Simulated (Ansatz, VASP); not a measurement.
Two plane-wave programs on B2H6

```
B H
1.0
     5.90853    0.00000    0.00000
     0.00000    6.51694    0.00000
     0.00000    0.00000   26.72816
B H
2 6
Direct
  0.44080 0.22945 0.61194
  0.59460 0.05485 0.57671
  0.55410 0.24995 0.56928
  0.49159 0.03271 0.61983
  0.53506 0.32896 0.64322
  0.24271 0.24533 0.60380
  0.79317 0.02684 0.58193
  0.49005 0.95239 0.54690
```

Alike in both runs: task single point; functional PBE; dispersion D3(BJ); k mesh 3 × 3 × 1; occupations gaussian, width 0.05 eV; no spin polarisation.

```csv
,VASP,Ansatz
version,VASP 6.6.1,Ansatz 0.2.0
potentials or method,"VASP PAW PBE potentials, release 64 (B, H)","scalar-relativistic, plane waves, PAW"
plane-wave cutoff (eV),520,420
valence electrons in the cell,12,12
```

```tsv
	VASP	Ansatz	Ansatz less VASP
gap on the k mesh at the Fermi level (eV)	5.64	5.64	0.000
least direct gap on the mesh (eV)	5.64	5.64	0.000
rms of the force components (eV/Å)	0.182	0.183	+0.0006
```

Atom by atom the forces differ by 0.004 eV/Å (rms over components).

As with any semilocal functional, this PBE gap is likely too small.
